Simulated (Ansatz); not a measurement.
Crystal: TiSi2.

```
Ti Si
1.0
     0.00000    4.11752    4.26290
     2.38951    0.00000    4.26290
     2.38951    4.11752    0.00000
Ti Si
2 4
Direct
  0.75000 0.75000 0.75000
  0.50000 0.50000 0.50000
  0.41257 0.08743 0.41257
  0.08743 0.41257 0.08743
  0.16257 0.83743 0.16257
  0.83743 0.16257 0.83743
```

The cell is a database's computed one.

| Item | Value |
| --- | --- |
| Program | Ansatz 0.2.0 |
| Task | relaxation of cell and atoms |
| Functional | PBEsol |
| Potentials or basis | Ansatz PAW |
| Cutoff | 420 eV (not typed: the program's choice for these potentials) |
| k mesh | 7 × 7 × 7 |
| Occupations | fermi-dirac, width 0.05 eV |
| Spin | no spin polarisation |
| Hubbard terms | Ti d U = 8 eV |

At the start: volume 13.98 Å³/atom.

How do energy, volume and symmetry change on relaxing?

It ends after 9 steps and the volume is 15.28 Å³/atom (+9.3 %); space group Fddd (No. 70, to 0.05 Å).

Step by step:
```tsv
step	energy change (eV)	largest force (eV/Å)	volume (Å³)
1	0.0000	0.2302	83.88
2	-0.1991	0.0836	89.24
3	-0.2150	0.0536	90.91
4	-0.2175	0.0310	91.47
5	-0.2179	0.0155	91.48
6	-0.2182	0.0015	91.57
7	-0.2215	0.0002	91.57
8	-0.2215	0.0005	91.70
9	-0.2215	0.0005	91.70
```

Final structure:
```cif
data_structure
_symmetry_space_group_name_H-M 'P 1'
_symmetry_Int_Tables_number 1
_cell_length_a 6.1302
_cell_length_b 4.9150
_cell_length_c 5.0341
_cell_angle_alpha 76.061
_cell_angle_beta 51.093
_cell_angle_gamma 52.846
_cell_volume 91.70
loop_
_atom_site_label
_atom_site_type_symbol
_atom_site_fract_x
_atom_site_fract_y
_atom_site_fract_z
_atom_site_occupancy
Ti1 Ti 0.75000 0.75000 0.75000 1
Ti2 Ti 0.50000 0.50000 0.50000 1
Si1 Si 0.40575 0.09425 0.40575 1
Si2 Si 0.09425 0.40575 0.09425 1
Si3 Si 0.15575 0.84425 0.15575 1
Si4 Si 0.84425 0.15575 0.84425 1
```

Caveat: the plane-wave basis is chosen anew once the cell has moved, so the energies of steps on either side of that aren't comparable; U without spin polarisation on a metal has little footing; the PAW data sets come from PBE, with cores solved anew for the run's functional, which leaves a small shift of forces and pressure; the U is typed as a test and isn't derived for this compound.
